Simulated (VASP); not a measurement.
A run of VASP 6.6.1:

INCAR

```
SYSTEM = AlFe
  PREC = Accurate
  ENCUT = 520
  EDIFF = 1E-6
  ISMEAR = -1
  SIGMA = 0.025
  LREAL = .FALSE.
  LASPH = .TRUE.
  NELM = 150
  ALGO = Normal
  ISIF = 2
  LWAVE = .FALSE.
  LCHARG = .FALSE.
  ISPIN = 2
  MAGMOM = 0 3
  LORBIT = 11
  LMAXMIX = 4
  GGA = PE
  NBANDS = 16
```

The input KPOINTS:

```
Automatic mesh
0
G
  10 10 10
  0 0 0
```

Contents of POSCAR:

```
AlFe
1.0
    2.9102959362     -0.0292479683     -0.0292479683
   -0.0292479683      2.9102959362     -0.0292479683
   -0.0292479683     -0.0292479683      2.9102959362
Al Fe
1 1
Direct
    0.0000000000      0.0000000000      0.0000000000
    0.5000000000      0.5000000000      0.5000000000
```

Potentials or basis: VASP PAW PBE potentials, release 64 (Al, Fe).

Command:

```console
$ cat potpaw_PBE.64/Al/POTCAR potpaw_PBE.64/Fe/POTCAR > POTCAR
$ mpirun -np 1 vasp_std > vasp.out
```

Hardware: 1 thread of Intel(R) Xeon(R) Platinum 8488C (Sapphire Rapids), with other jobs on the host.

Problem. Estimate the wall time of this run.

Solution. Wall time 41 s on 1 thread of Intel(R) Xeon(R) Platinum 8488C (Sapphire Rapids), on a shared host, peak memory 0.2 GiB. Counts: scf iterations 15, k points 116.
